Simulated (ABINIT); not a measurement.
Runs of ABINIT 10.8.3 (patched build) on SnTe. It takes space group Pm-3m (No. 221, cubic). Conventional cell: a = 3.905 Å, b = 3.905 Å, c = 3.905 Å, α = 90.00°, β = 90.00°, γ = 90.00°. Te (site symmetry m-3m) has 8 Sn at 3.38 Å as nearest neighbours. Sn (site symmetry m-3m) has 8 Te at 3.38 Å as nearest neighbours. Measurements of this composition are mostly on another form, of space group No. 225.

| level | potentials or basis | smearing | SCF threshold (tolvrs) | other keys | gap on the mesh (eV) | pressure (GPa) |
| --- | --- | --- | --- | --- | --- | --- |
| PBE0 | SG15 NC PBE v1.2 | fixed | - | - | (b) | -0.9 |
| HSE06 | SPMS NC PBE v1.0 | fermi-dirac 0.05 eV | - | - | 1.04 | -0.4 |
| HSE06 | SG15 NC PBE v1.2 | fermi-dirac 0.05 eV | - | - | 1.05 | (a) |
| HSE06 | SG15 NC PBE v1.2 | fermi-dirac 0.05 eV | 1e-06 | width = 0.05; tolvrs = 1e-06 | 1.05 | -0.7 |

Alike in all rows: task single point; no spin polarisation; cell as given; k mesh 3 × 3 × 3; cutoff (eV) 707; the mesh is coarse, so values aren't converged.

**Question.** Fill in the values left out.

**Answer.** (a) -0.6; (b) 1.71.

Caveats: all runs use coarse meshes; exact exchange is summed on a coarse mesh, which widens gaps by tenths of an eV; the potentials were made for another functional, which shifts forces and pressure; spin-orbit coupling is left out, which moves the levels of the heavy elements; an odd mesh through Γ misses points on the zone boundary, where band edges often lie; Libxc's HSE differs a little from that of other programs (some runs).

A k mesh can miss the band edges, and the runs leave out spin-orbit coupling on Sn, Te.
